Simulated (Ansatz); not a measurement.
TiPbO₃, space group Pm-3m: an equation of state with a fit, run with the Ansatz DFT code, driven from Python.

Script `eos.py`:
```python
"""Energy against volume for TiPbO3, with a fit."""

import warnings

import ansatz as az
import numpy as np
from scipy.optimize import curve_fit

vectors0 = np.array([
    [3.9639, 0.0, 0.0],
    [0.0, 3.9639, 0.0],
    [0.0, 0.0, 3.9639],
])
sites = [
    ("Ti", [0.5, 0.5, 0.5]),
    ("Pb", [0.0, 0.0, 0.0]),
    ("O", [0.0, 0.5, 0.5]),
    ("O", [0.5, 0.0, 0.5]),
    ("O", [0.5, 0.5, 0.0]),
]


def build(cell):
    crystal = az.Crystal(lattice=az.Lattice.of(cell))
    for symbol, position in sites:
        crystal = crystal.atom(symbol, position)
    return crystal

def vinet(v, e0, v0, b0, b1):
    eta = (v / v0) ** (1 / 3)
    return e0 + 2 * b0 * v0 / (b1 - 1) ** 2 * (2 - (5 + 3 * b1 * (eta - 1) - 3 * eta) * np.exp(-1.5 * (b1 - 1) * (eta - 1)))

warnings.simplefilter("ignore", az.DeckWarning)

# uniform scaling of the cell
volumes, energies = [], []
for scale in np.linspace(0.92, 1.08, 7):
    cell = vectors0 * scale ** (1 / 3)
    base = (
        build(cell).calculation()
        .functional("pbe")
        .occupations(az.OccupationsMethod.FIXED)
        .basis(500)
        .kpoints(6, 6, 6)
    )
    r = base.run(threads=1).report
    volumes.append(abs(np.linalg.det(cell)) / len(sites))
    energies.append(r["free_energy_ev"] / len(sites))
    print(f"V = {volumes[-1]:8.4f} A^3/atom  F = {energies[-1]:.5f} eV/atom")

guess = (min(energies), volumes[int(np.argmin(energies))], 0.5, 4.5)
(e0, v0, b0, b1), _ = curve_fit(vinet, np.array(volumes), np.array(energies), p0=guess, maxfev=20000)
print(f"Vinet fit: V0 = {v0:.4f} A^3/atom, B0 = {160.21766 * b0:.1f} GPa, B1 = {b1:.2f}")
print("largest residual", round(1000 * float(np.abs(vinet(np.array(volumes), e0, v0, b0, b1) - energies).max()), 3), "meV/atom")
```

Its results, one of them left out:

| V (Å³/atom) | F less the lowest row shown (meV/atom) |
| --- | --- |
| 11.460 | 48.86 |
| 11.792 | 18.92 |
| 12.124 | 1.94 |
| 12.457 | ? |
| 12.789 | 0.00 |
| 13.121 | 12.22 |
| 13.453 | 31.67 |

What is the missing energy at 12.457 Å³ an atom?

A third-order Birch-Murnaghan fit, E = E0 + (9 V0 B0 / 16) [(t - 1)³ B' + (t - 1)² (6 - 4t)] with t = (V0/V)^(2/3), through the 6 rows shown gives V0 = 12.482 Å³, B0 = 172.9 GPa, B' = 4.47 and E0 = -3.89 meV. At V = 12.457 Å³, t = 1.00136, and the fit interpolates to -3.86 meV. The run gave -3.87 meV, a miss of 0.00 meV.

No spin polarisation was allowed. Of the deposited cell: it was measured well above room temperature. Spin-orbit coupling, which matters for elements this heavy, is left out. The structure is a deposited one; some such entries were measured under pressure or heat, so a shift against it needn't be the functional's error alone. The whole script took 14 s on 1 thread of Arm Neoverse V1, on a shared host, peak memory 0.46 GiB.
